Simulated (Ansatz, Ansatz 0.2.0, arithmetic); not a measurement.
# The direct band gap of zircon-type YVO₄: a blind prediction, starting from PBEsol

## Experiment

The quantity to be predicted is the direct gap of YVO₄ at ambient pressure, obtained from optical absorption and reflectance on a flux-grown single crystal. We work blind: the measured values are held back until we have committed to an estimate, and the source will be named with them.

Such an experiment observes the onset of light absorption, from which a gap is derived by a model of the edge. The electron and hole created by the light attract each other, so the onset can lie below the gap between independent band states. Selection rules may also leave the lowest direct transition weak, in which case the apparent edge lies higher. The temperature is not given with the value.

## Plan

We want the cheapest level of theory that predicts the direct gap within 0.25 eV. This target is a choice of the study. It is tight enough to expose the usual gap error of semilocal functionals in oxides, which is of the order of an electronvolt or more, yet it does not demand an accuracy that a calculation without excitons and lattice vibrations cannot claim. Both of these omissions normally make the computed gap too large compared with an optical edge, each perhaps by a tenth or a few tenths of an eV; in a vanadate, where electron and hole may sit on the same VO₄ group, the excitonic part could be larger.

The model is the perfect crystal with 12 atoms in the primitive cell, at the diffraction lattice constants a = 7.118 Å and c = 6.289 Å, with the atoms relaxed in PBEsol. We begin with PBEsol on a coarse mesh, settle the sampling, and then climb through a meta-GGA to hybrid functionals. Potentials, cell and spin-orbit coupling are to be examined where they could alter the prediction. Since no measured value guides us, the choice of level has to rest on the physics of the functionals and on the numerical checks.

Plain PBE isn't shown in this study.

System: YVO4, zircon; I4_1/amd (No. 141), 12 atoms in the primitive cell; the database structure is a diffraction structure: a = 7.118 Å, c = 6.289 Å; structure from the Crystallography Open Database.

On the selection of runs and values: Further runs on this system are not shown.

## 1. PBEsol on a coarse mesh

A semilocal run on a 2×2×2 mesh is the lightest sensible start. It should show where the band edges lie and how far the direct gap is from the smallest gap. We expect the gap to be clearly too small, because the occupied O 2p and empty V 3d states are separated by too little in such functionals.

**Run 1.** Ansatz 0.2.0: PBEsol, database cell, atoms relaxed with PBEsol, PAW set soft_2, cutoff 420 eV (default), 2x2x2 k mesh, Gaussian smearing 0.02 eV, levels on the SCF mesh and along the high-symmetry path.

Key lines of the input:
```
crystal:
  # lattice and atoms
kpoints:
  mp_grid: { grid: [2, 2, 2] }
  band_path:
    path:
      - [0.0, 0.0, 0.0]
      - [0.0, 0.0, 0.05]
      # ... further points
    npoints: 1
hamiltonian:
  xc: pbesol
scf:
  occupations: { method: gaussian, width: 0.02 }
  n_extra_bands: 10
output:
  forces: true
  stress: true
  eigenvalues: true
```

Command:
```
ansatz run input.yaml --threads 4 --pin off --max-ram 16384MiB --backend cpu --events-out ev --progress --plain --runs-dir out
```

Selected lines of the output:
```
Basis set: ecut = 420 eV, 3111 PW (Γ) [...]
k-points: 4 of 8
NSCF: frozen V_eff on 83 k-points
```

Converged; 11 s on 4 cores of Arm Neoverse V2, shared host. Warnings: another step: stress_scf_threshold_loose.

| quantity | run 1 |
| --- | --- |
| direct gap (eV) | 2.901 |
| gap (eV) | 2.900 |
| nature | direct |
| pressure (GPa) | −1.61 |

PBEsol gives a direct gap of 2.901 eV. The smallest gap of all is only 0.001 eV lower, so the crystal counts as direct at this level, and the distinction has no weight for our target. The value is probably well below the true gap, but that is a judgement on the functional and not yet on the mesh. The one warning is attached to another step and carries the name of a loose SCF threshold for the stress; the gap doesn't rest on the stress.

## 2. Denser k meshes in PBEsol

The mesh enters the gap in two ways, through the self-consistent density and through the points at which levels are sampled. We repeat the run on 4×4×4 and 6×6×6 meshes while this is cheap. For an insulator with flat band edges we expect changes of a few hundredths of an eV at most.

**Run 2.** Ansatz 0.2.0: PBEsol, database cell, atoms relaxed with PBEsol, PAW set soft_2, cutoff 420 eV (default), 4x4x4 k mesh, Gaussian smearing 0.02 eV, levels on the SCF mesh and along the high-symmetry path.

Key lines of the input, as changed from run 1:
```diff
  kpoints:
-   mp_grid: { grid: [2, 2, 2] }
+   mp_grid: { grid: [4, 4, 4] }
```

Selected lines of the output:
```
Basis set: ecut = 420 eV, 3111 PW (Γ) [...]
k-points: 13 of 64
```

Converged; 12 s, same machine. Warnings: another step: stress_scf_threshold_loose.

**Run 3.** Ansatz 0.2.0: PBEsol, database cell, atoms relaxed with PBEsol, PAW set soft_2, cutoff 420 eV (default), 6x6x6 k mesh, Gaussian smearing 0.02 eV, levels on the SCF mesh and along the high-symmetry path.

Key lines of the input, as changed from run 1:
```diff
  kpoints:
-   mp_grid: { grid: [2, 2, 2] }
+   mp_grid: { grid: [6, 6, 6] }
```

Selected lines of the output:
```
Basis set: ecut = 420 eV, 3111 PW (Γ) [...]
k-points: 30 of 216
```

Converged; 15 s, same machine. Warnings: another step: stress_scf_threshold_loose.

| quantity | run 2 | run 3 |
| --- | --- | --- |
| direct gap (eV) | 2.903 | 2.903 |
| gap (eV) | 2.903 | 2.903 |
| nature | direct | direct |
| pressure (GPa) | −1.63 | −1.63 |

From 4×4×4 to 6×6×6 the gap stays at 2.903 eV, and even the coarse mesh was only 0.002 eV away. The 4×4×4 mesh is therefore ample for PBEsol, and the mesh cannot lift its gap. The smallest gap and the direct gap now coincide to the printed precision.

## 3. A meta-GGA: r²SCAN

The next modest step in cost is r²SCAN, which also uses the kinetic-energy density and usually opens the gaps of oxides by some tenths of an eV. We keep the cell, the atomic positions and the 4×4×4 mesh. We expect a larger gap than in PBEsol, though probably still one on the low side, since part of the semilocal gap error remains.

**Run 4.** Ansatz 0.2.0: r2SCAN, database cell, atoms relaxed with PBEsol, PAW set soft_2, cutoff 500 eV (default), 4x4x4 k mesh, Gaussian smearing 0.02 eV, levels on the SCF mesh and along the high-symmetry path.

Key lines of the input, as changed from run 2:
```diff
  hamiltonian:
-   xc: pbesol
+   xc: r2scan
```

Selected lines of the output:
```
Basis set: ecut = 500 eV, 4023 PW (Γ) [...]
SCF 1 converged in 9 iterations: F = -18121.011280 eV  dr2 = 5.68e-8
```

Converged; 18 s, same machine. Warnings: another step: stress_scf_threshold_loose.

| quantity | run 4 |
| --- | --- |
| direct gap (eV) | 3.313 |
| gap (eV) | 3.313 |
| nature | direct |
| pressure (GPa) | −0.16 |

r²SCAN widens the direct gap to 3.313 eV, 0.410 eV more than PBEsol on the same mesh. The default cutoff rises with the functional, from 420 to 500 eV, so the step is not strictly one of the functional alone, although a shift of this size is what a meta-GGA typically brings in an oxide.

The two levels differ by more than 0.25 eV, so the choice between them matters for the target, and theory gives no reason to trust either. Both lack the nonlocal exchange that separates filled oxygen states from empty d states.

## 4. HSE06 on the coarse mesh

A screened hybrid supplies part of that missing exchange. Because exact exchange is costly, we first try HSE06 on the 2×2×2 mesh, which was good enough in PBEsol; whether it is also good enough for the exchange term has to be checked separately. We expect the gap to open by roughly another electronvolt relative to r²SCAN.

**Run 5.** Ansatz 0.2.0: HSE06, database cell, atoms relaxed with PBEsol, PAW set soft_2, cutoff 420 eV (default), 2x2x2 k mesh, Gaussian smearing 0.02 eV, levels at the high-symmetry points and PBEsol's band edges.

Key lines of the input, as changed from run 1:
```diff
  kpoints:
    band_path:
      path:
-       - [0.0, 0.0, 0.05]
+       - [0.0, 0.0, 0.5]
  hamiltonian:
-   xc: pbesol
+   xc: hse06
  output:
-   forces: true
-   stress: true
```

Selected lines of the output:
```
NSCF: frozen V_eff on 8 k-points
hybrid SCF converged: 2 outer / 14 inner (+3 warm-up), last move |dexx| = 6.38e-6 eV, tail = 1.57e-7 eV
```

Converged; 31 s on 4 cores of Intel Xeon Platinum 8375C at 2.90GHz (Ice Lake), shared host. Warnings: another step: stress_scf_threshold_loose.

| quantity | run 5 |
| --- | --- |
| direct gap (eV) | 4.464 |
| gap (eV) | 4.464 |
| nature | direct |

HSE06 puts the direct gap at 4.464 eV, 1.563 eV above PBEsol on the same mesh and at the same cutoff. The exact exchange thus acts strongly on the separation between oxygen and vanadium states.

The gap here is taken from the high-symmetry points and the band edges found in PBEsol. If the hybrid moved an edge elsewhere, the true minimum would be somewhat lower. Such a shift is not examined in this report; we expect it to be small.

## 5. HSE06 on the denser mesh

The PBEsol mesh test doesn't cover the exchange term, which converges differently with the sampling. We therefore repeat HSE06 on the 4×4×4 mesh before giving its gap any weight. We expect a shift well below the target of 0.25 eV.

**Run 6.** Ansatz 0.2.0: HSE06, database cell, atoms relaxed with PBEsol, PAW set soft_2, cutoff 420 eV (default), 4x4x4 k mesh, Gaussian smearing 0.02 eV, levels at the high-symmetry points and PBEsol's band edges.

Key lines of the input, as changed from run 5:
```diff
  kpoints:
-   mp_grid: { grid: [2, 2, 2] }
+   mp_grid: { grid: [4, 4, 4] }
```

Selected lines of the output:
```
Basis set: ecut = 420 eV, 3111 PW (Γ) [...]
k-points: 13 of 64
hybrid SCF converged: 2 outer / 14 inner (+3 warm-up), last move |dexx| = 6.68e-6 eV, tail = 1.39e-7 eV
```

Converged; 1.9 min, same machine. Warnings: another step: stress_scf_threshold_loose.

| quantity | run 6 |
| --- | --- |
| direct gap (eV) | 4.462 |
| gap (eV) | 4.461 |
| nature | direct |

The denser mesh moves the HSE06 direct gap by only 0.002 eV, to 4.462 eV. The coarse mesh was already sufficient for the hybrid, at about a quarter of the time on the same processor model. What could still shift the prediction is the basis, the potentials, spin-orbit coupling and, above all, the functional itself together with the missing electron-hole attraction.

## 6. Cutoff and potentials, tested in PBEsol

The PAW set is a soft one and all hybrid runs use its default cutoff. We test both choices in PBEsol, where it costs little: once with the cutoff raised to 590 eV, once with norm-conserving PseudoDojo potentials. The tests count strictly for PBEsol only, but a large shift there would also cast doubt on the HSE06 gap. We expect less than 0.1 eV from either.

**Run 7.** Ansatz 0.2.0: PBEsol, database cell, atoms relaxed with PBEsol, PAW set soft_2, cutoff 590 eV, 4x4x4 k mesh, Gaussian smearing 0.02 eV, levels on the SCF mesh and along the high-symmetry path.

Key lines of the input, as changed from run 2:
```diff
+ basis:
+   ecutwfc: 590.0
```

Selected lines of the output:
```
Basis set: ecut = 590 eV, 5165 PW (Γ) [...]
```

Converged; 15 s on 4 cores of Arm Neoverse V2, shared host. Warnings: another step: stress_scf_threshold_loose.

**Run 8.** Ansatz 0.2.0: PBEsol, PseudoDojo norm-conserving pseudopotentials, database cell, atoms relaxed with PBEsol, cutoff 1143 eV (default), 4x4x4 k mesh, Gaussian smearing 0.02 eV, levels on the SCF mesh and along the high-symmetry path.

Key lines of the input, as changed from run 2:
```diff
  hamiltonian:
+   pseudopotentials: { kind: nc, accuracy: standard }
```

Selected lines of the output:
```
Basis set: ecut = 1142.878222 eV, 13985 PW (Γ) [...]
```

Converged; 35 s, same machine. Warnings: another step: stress_scf_threshold_loose.

| quantity | run 7 | run 8 |
| --- | --- | --- |
| direct gap (eV) | 2.903 | 2.924 |
| gap (eV) | 2.902 | 2.923 |
| nature | direct | direct |
| pressure (GPa) | −1.64 | −1.90 |

Raising the cutoff leaves the PBEsol direct gap unchanged at 2.903 eV. The norm-conserving potentials give 2.924 eV, a difference of 0.021 eV and less than a tenth of the target. In PBEsol, then, neither the soft PAW set nor its default cutoff matters for our purpose, and nothing here casts doubt on the basis used with HSE06.

## 7. Spin-orbit coupling in PBEsol

Spin-orbit coupling is the next piece of missing physics that can be had cheaply. For band edges made of O 2p and V 3d states we expect it to narrow the gap by no more than a few hundredths of an eV. A PBEsol run is enough to find out whether the hybrid gap would need such a correction.

**Run 9.** Ansatz 0.2.0: PBEsol with spin-orbit coupling, database cell, atoms relaxed with PBEsol, cutoff 420 eV (default), 4x4x4 k mesh, Gaussian smearing 0.02 eV, levels on the SCF mesh and along the high-symmetry path.

Key lines of the input, as changed from run 2:
```diff
  hamiltonian:
+   pseudopotentials: { kind: paw_fr }
  scf:
-   n_extra_bands: 10
+   n_extra_bands: 14
+ magnetization:
+   noncollinear: true
+   spin_orbit: true
```

Selected lines of the output:
```
Basis set: ecut = 420 eV, 3111 PW (Γ) [...]
SCF 1 converged in 10 iterations: F = -17865.748802 eV  dr2 = 5.97e-8
```

Converged; 99 s, same machine. Warnings: another step: stress_scf_threshold_loose.

| quantity | run 9 |
| --- | --- |
| direct gap (eV) | 2.903 |
| gap (eV) | 2.902 |
| nature | direct |
| pressure (GPa) | −1.63 |

With spin-orbit coupling the direct gap remains 2.903 eV. The run also uses fully relativistic potentials and more bands, so the comparison covers all these changes together; their net effect is below the printed precision. We see no reason to correct the hybrid gap for the coupling, which is weak for states of such light atoms.

## 8. A hybrid with less exact exchange: r²SCANh

The numerical settings tested so far move the gap by a few hundredths of an eV at most, whereas the step from r²SCAN to HSE06 exceeds 1 eV. The functional therefore dominates the uncertainty. r²SCANh mixes a smaller share of exact exchange into r²SCAN and shows how steeply the gap responds to it. We expect a value between r²SCAN and HSE06. This is a test of sensitivity, since a functional that lands lower is not thereby a better description of the band gap.

**Run 10.** Ansatz 0.2.0: r2SCANh, database cell, atoms relaxed with PBEsol, PAW set soft_2, cutoff 500 eV (default), 4x4x4 k mesh, Gaussian smearing 0.02 eV, levels at the high-symmetry points and PBEsol's band edges.

Key lines of the input, as changed from run 6:
```diff
  hamiltonian:
-   xc: hse06
+   xc: r2scanh
```

Selected lines of the output:
```
SCF 3 converged in 3 iterations: F = -18117.507127 eV  dr2 = 1.07e-8
hybrid SCF converged: 2 outer / 10 inner (+6 warm-up), last move |dexx| = 3.58e-8 eV, tail = 2.58e-8 eV
```

Converged; 2.7 min on 4 cores of Intel Xeon Platinum 8375C at 2.90GHz (Ice Lake), shared host. Warnings: another step: stress_scf_threshold_loose.

| quantity | run 10 |
| --- | --- |
| direct gap (eV) | 4.175 |
| gap (eV) | 4.175 |
| nature | direct |

r²SCANh gives a direct gap of 4.175 eV, between r²SCAN and HSE06 as we had supposed. The admixture of exact exchange alone opens the r²SCAN gap by 0.862 eV, on the same mesh and at the same cutoff, so the gap responds steeply to the share that is mixed in.

The two hybrids lie 0.287 eV apart, slightly more than the target. Choosing between them therefore matters for the prediction, and the calculations themselves cannot settle it. Numerical errors of the size found in PBEsol are too small to account for the difference.

## Prediction

**Direct gap at ambient pressure: 4.4 ± 0.4 eV.**

The estimate rests on HSE06 with the 4×4×4 mesh, which gives 4.462 eV. We prefer it to r²SCANh because screened exchange with this share of mixing is the more established choice for band gaps of oxides; the runs themselves do not decide between the two. From the computed value we take off roughly 0.1 eV for electron-hole attraction and lattice vibrations. This is a guess: only its sign is argued from physics, and the true effect may be larger.

The error bar combines the 0.287 eV between the two hybrids with the usual HSE06 error of a few tenths of an eV. It is wider than our target of 0.25 eV, so we cannot promise in advance that the target is met. The computed HSE06 gap and this estimate are to be judged separately.

## Measured values

Source: "The electronic structure of zircon-type orthovanadates: Effects of high-pressure and cation substitution" (2012, arXiv:1201.5248).

| compared with | measured | source's wording or label | method |
| --- | --- | --- | --- |
| direct gap (eV) | 3.8 | direct gap at ambient pressure | optical absorption and reflectance |

Conditions are those given with the value in the passage it was taken from; "not stated" means there, and the paper may say more elsewhere. The values are a selection: others may have been left out beforehand as unlike or outlying.

## Summary of runs

| run | settings | direct gap (eV) | deviation | cost |
| --- | --- | --- | --- | --- |
| 1 | PBEsol, PAW set soft_2, cutoff 420 eV (default), 2x2x2 k mesh, levels on the SCF mesh and along the high-symmetry path | 2.901 | −0.899 | under 1 core-min |
| 2 | PBEsol, PAW set soft_2, cutoff 420 eV (default), 4x4x4 k mesh, levels on the SCF mesh and along the high-symmetry path | 2.903 | −0.897 | under 1 core-min |
| 3 | PBEsol, PAW set soft_2, cutoff 420 eV (default), 6x6x6 k mesh, levels on the SCF mesh and along the high-symmetry path | 2.903 | −0.897 | under 1 core-min |
| 4 | r2SCAN, PAW set soft_2, cutoff 500 eV (default), 4x4x4 k mesh, levels on the SCF mesh and along the high-symmetry path | 3.313 | −0.487 | 71 core-s |
| 5 | HSE06, PAW set soft_2, cutoff 420 eV (default), 2x2x2 k mesh, levels at the high-symmetry points and PBEsol's band edges | 4.464 | +0.664 | 2.1 core-min |
| 6 | HSE06, PAW set soft_2, cutoff 420 eV (default), 4x4x4 k mesh, levels at the high-symmetry points and PBEsol's band edges | 4.462 | +0.662 | 7.8 core-min |
| 7 | PBEsol, PAW set soft_2, cutoff 590 eV, 4x4x4 k mesh, levels on the SCF mesh and along the high-symmetry path | 2.903 | −0.897 | under 1 core-min |
| 8 | PBEsol, PseudoDojo norm-conserving pseudopotentials, cutoff 1143 eV (default), 4x4x4 k mesh, levels on the SCF mesh and along the high-symmetry path | 2.924 | −0.876 | 2.4 core-min |
| 9 | PBEsol with spin-orbit coupling, cutoff 420 eV (default), 4x4x4 k mesh, levels on the SCF mesh and along the high-symmetry path | 2.903 | −0.897 | 6.6 core-min |
| 10 | r2SCANh, PAW set soft_2, cutoff 500 eV (default), 4x4x4 k mesh, levels at the high-symmetry points and PBEsol's band edges | 4.175 | +0.375 | 11 core-min |
|  | measured | 3.8 |  |  |

Further runs on the same system, made beside this series (convergence steps with loose settings among them):

| further | settings | direct gap (eV) | deviation | cost | status |
| --- | --- | --- | --- | --- | --- |
| F1 | arithmetic: HSE06 plus the change that spin-orbit coupling makes in LDA, taken gap by gap, PAW set soft_2, arithmetic on three earlier runs, no new run | 4.462 | +0.662 | – | warnings: another step: stress_scf_threshold_loose |
| F2 | Ansatz: PBE0, database cell, atoms relaxed with PBEsol, PAW set soft_2, cutoff 420 eV (default), 4x4x4 k mesh, Gaussian smearing 0.02 eV, levels at the high-symmetry points and PBEsol's band edges | 5.227 | +1.427 | 7.9 core-min | warnings: another step: stress_scf_threshold_loose |
| F3 | Ansatz: r2SCAN with spin-orbit coupling, database cell, atoms relaxed with PBEsol, cutoff 500 eV (default), 4x4x4 k mesh, Gaussian smearing 0.02 eV, levels on the SCF mesh and along the high-symmetry path | 3.313 | −0.487 | 10 core-min | warnings: another step: stress_scf_threshold_loose |
| F4 | Ansatz: r2SCAN, cell relaxed with the same functional, PAW set soft_2, cutoff 500 eV (default), 4x4x4 k mesh, Gaussian smearing 0.02 eV, levels on the SCF mesh and along the high-symmetry path | 3.341 | −0.459 | 2.2 core-min |  |
| F5 | Ansatz: PBEsol, cell relaxed with the same functional, PAW set soft_2, cutoff 420 eV (default), 4x4x4 k mesh, Gaussian smearing 0.02 eV, levels on the SCF mesh and along the high-symmetry path | 2.928 | −0.872 | 97 core-s |  |
| F6 | Ansatz: BLYP, database cell, atoms relaxed with PBEsol, PAW set soft_2, cutoff 420 eV (default), 4x4x4 k mesh, Gaussian smearing 0.02 eV, levels on the SCF mesh and along the high-symmetry path | 2.946 | −0.854 | under 1 core-min | warnings: another step: stress_scf_threshold_loose |
| F7 | Ansatz: LDA with spin-orbit coupling, database cell, atoms relaxed with PBEsol, cutoff 420 eV (default), 4x4x4 k mesh, Gaussian smearing 0.02 eV, levels on the SCF mesh and along the high-symmetry path | 2.845 | −0.955 | 6.6 core-min | warnings: another step: stress_scf_threshold_loose |
|  | measured | 3.8 |  |  |  |

## Verdict

The prediction misses its target. HSE06 on the 4×4×4 mesh, at 7.8 core-minutes, gives a direct gap of 4.462 eV against the measured 3.8 eV (arXiv:1201.5248), 0.662 eV too high where 0.25 eV was allowed. Our estimate of 4.4 ± 0.4 eV also fails, its error bar being too narrow.

No level shown reaches the target. r²SCANh comes nearest, 0.375 eV too high, while PBEsol and r²SCAN lie too low and PBE0 overshoots by 1.427 eV. Even r²SCAN, 0.487 eV too low, ends closer to the measured edge than HSE06, though this need not mean that it describes the band gap better. The gap is governed by the exact exchange, and the step to hybrids mattered most. The 6×6×6 mesh and the spin-orbit run changed nothing of note, and the coarse mesh would have served HSE06 equally well.

The numerical and structural causes tested are too small to explain the miss: in PBEsol, cutoff and potentials shift the gap by at most 0.021 eV, and relaxing the cell in PBEsol or r²SCAN widens it by less than 0.03 eV. Whether the hybrids move a band edge away from the points sampled is not shown in this report; we expect little from it.

The measured value is an absorption edge, probably taken at room temperature, and the source restates it in its theory part. Electron-hole attraction and lattice vibrations lower such an edge relative to our static band gap. Both have the right sign to explain the hybrids' excess, and in a vanadate the attraction may be strong, but no run here gives their size. Allowing for them would make the semilocal gaps look worse. How much of the miss belongs to HSE06 itself therefore stays open; an absorption spectrum from the Bethe–Salpeter equation would be the natural next step.

[Logs are printed without paths, hosts, clocks, repeated set-up lines and the standing remarks that a program may print on its own settings, such as how far it seeks lower states.]

[The runs shown are a pick from a larger set of finished runs; failed, doubtful and other runs were left out of it ahead of writing. So were measured values far from every level or from commonly accepted values, and agreement can look better than it is. Lines of input and output are excerpts and may be shortened.]
